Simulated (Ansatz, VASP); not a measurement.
**One calculation of In, two programs**

INCAR

```
SYSTEM = In
ALGO = Normal
EDIFF = 1E-7
ENCUT = 520
GGA = PE
ISIF = 2
ISMEAR = -1
LASPH = .TRUE.
LCHARG = .FALSE.
LREAL = .FALSE.
LWAVE = .FALSE.
NBANDS = 12
NELM = 100
PREC = Accurate
SIGMA = 0.05
```

The input KPOINTS:

```
k-points
0
G
  15 15 15
  0 0 0
```

The input POSCAR:

```
In
1.0
    0.0000000000      2.3550024304      2.3550024304
    2.3550024304      0.0000000000      2.3550024304
    2.3550024304      2.3550024304      0.0000000000
In
1
Direct
    0.0000000000      0.0000000000      0.0000000000
```

Input for Ansatz:

```yaml
crystal:
  lattice:
    - [0.0, 2.3550024304, 2.3550024304]
    - [2.3550024304, 0.0, 2.3550024304]
    - [2.3550024304, 2.3550024304, 0.0]
  atoms:
    - { symbol: In, position: [0.0, 0.0, 0.0] }
kpoints:
  mp_grid: { grid: [15, 15, 15] }
scf:
  occupations: { method: fermi_dirac, width: 0.05 }
hamiltonian:
  xc: pbe
  pseudopotentials: { kind: all_electron, lapw: { basis_error: 0.0005 } }
output:
  forces: true
  stress: true
  eigenvalues: true
```

Change from the starting cell: volume scaled by 0.95.

Alike in both runs: task single point; functional PBE; k mesh 15 × 15 × 15; occupations fermi-dirac, width 0.05 eV; no spin polarisation.

```csv
,VASP,Ansatz
version,VASP 6.6.1,Ansatz 0.2.0
potentials or method,"VASP PAW PBE potentials, release 64 (In_d)","all-electron LAPW, scalar-relativistic"
plane-wave cutoff (eV),520,see its input
```

```tsv
	VASP	Ansatz	Ansatz less VASP
pressure (GPa)	2.0	2.0	+0.04
```

Ansatz ran all-electron here, so the differences hold the error of VASP's frozen core and of both bases.
